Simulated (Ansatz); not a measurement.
# BP under changes of volume

One of the cells (11.682 Å³/atom); the others are scaled copies at fixed shape and fractional positions:

```
P B
1.0
     0.00000    2.26900    2.26900
     2.26900    0.00000    2.26900
     2.26900    2.26900    0.00000
P B
1 1
Direct
  0.75000 0.75000 0.75000
  0.00000 0.00000 0.00000
```

```yaml
Program: Ansatz 0.2.0
Functional: PBE
Potentials_or_basis: JTH PAW
Cutoff: "840 eV (not typed: the program's choice for these potentials)"
k_mesh: 10 × 10 × 10
Occupations: fermi-dirac, width 0.05 eV
Spin: no spin polarisation
```

```tsv
volume (Å³/atom)	energy over the lowest point (meV/atom)	pressure (GPa)	gap on the mesh (eV)
10.981	29.05	12.7	1.15
11.214	13.66	8.5	1.18
11.448	4.16	4.6	1.21
11.682	0.00	1.1	1.24
11.915	0.70	-2.0	1.27
12.149	?	?	?
12.383	14.95	-7.6	1.32
```

Problem. What does the run at 12.149 Å³/atom give?

Solution. Energy over the lowest point 5.82 meV/atom; pressure -4.9 GPa; gap on the mesh 1.29 eV.

Worked out: A Birch-Murnaghan fit of order 3 (a polynomial in V^(-2/3)) to the other rows has its minimum at 11.76 Å³/atom with B0 = V·E''(V) = 162 GPa and B' = 3.9. It gives 5.82 meV/atom at 12.149 Å³/atom, against the run's 5.82, and -dE/dV = -4.9 GPa, against -4.9. A straight line through the other rows of the gap, of slope 1.43 eV per unit of ln V, gives 1.29 eV, against the run's 1.29.

Energies are extrapolated to zero smearing.

A mesh can miss the band edges.
